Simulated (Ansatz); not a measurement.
## BN: hydrostatic pressure series

Method: Ansatz, DFT r2SCAN, scalar-relativistic, plane waves, PAW. Run with 500 eV cutoff, 12×12×4 k-mesh, Gaussian smearing of 0.02 eV, no spin polarisation.

Reference structure (relaxed):

```xyz
4
Lattice="2.5009 0.0000 0.0000 -1.2505 2.1659 0.0000 0.0000 0.0000 6.8743" Properties=species:S:1:pos:R:3 pbc="T T T"
B     0.0000    1.4439    1.7186
B     1.2505    0.7220    5.1557
N     0.0000    1.4439    5.1557
N     1.2505    0.7220    1.7186
```

Cell and atoms are relaxed at each pressure within the symmetry of the start, at zero temperature, so transitions that lower the symmetry aren't seen. The k-mesh given is that at zero pressure and may differ at others. a, b and c are the lengths of the cell vectors above. Gaps are generalised Kohn–Sham gaps over the whole zone.

| P (GPa) | V (Å³/atom) | V/V0 | a (Å) | b (Å) | c (Å) |
| --- | --- | --- | --- | --- | --- |
| -1 | 10.42 | 1.119 | 2.503 | 2.503 | 7.679 |
| 0 | 9.31 | 1.000 | 2.501 | 2.501 | 6.874 |
| 1 | 8.96 | 0.963 | 2.499 | 2.499 | 6.629 |
| 4 | 8.36 | 0.898 | 2.493 | 2.493 | 6.216 |
| 12 | 7.60 | 0.816 | 2.480 | 2.480 | 5.707 |
| 25 | 6.93 | 0.744 | 2.462 | 2.462 | 5.277 |
| 50 | 6.19 | 0.665 | 2.437 | 2.437 | 4.814 |
| 90 | 5.51 | 0.592 | 2.407 | 2.407 | 4.393 |

(1) What bulk modulus and pressure derivative fit these points?

(2) Which cell vector or vectors give way most up to 90 GPa?

(3) What does pressure do to the gap?

Answers

(1) A third-order Birch–Murnaghan fit gives B0 = 28 GPa and B0' = 7.8.

(2) c: the changes are a -3.8 %, b -3.8 %, c -36.1 %.

(3) The gaps are 4.86 eV at -1 GPa, 4.89 eV at 0 GPa, 4.79 eV at 1 GPa, 4.71 eV at 4 GPa, 4.62 eV at 12 GPa, 4.54 eV at 25 GPa, 4.41 eV at 50 GPa, 4.20 eV at 90 GPa.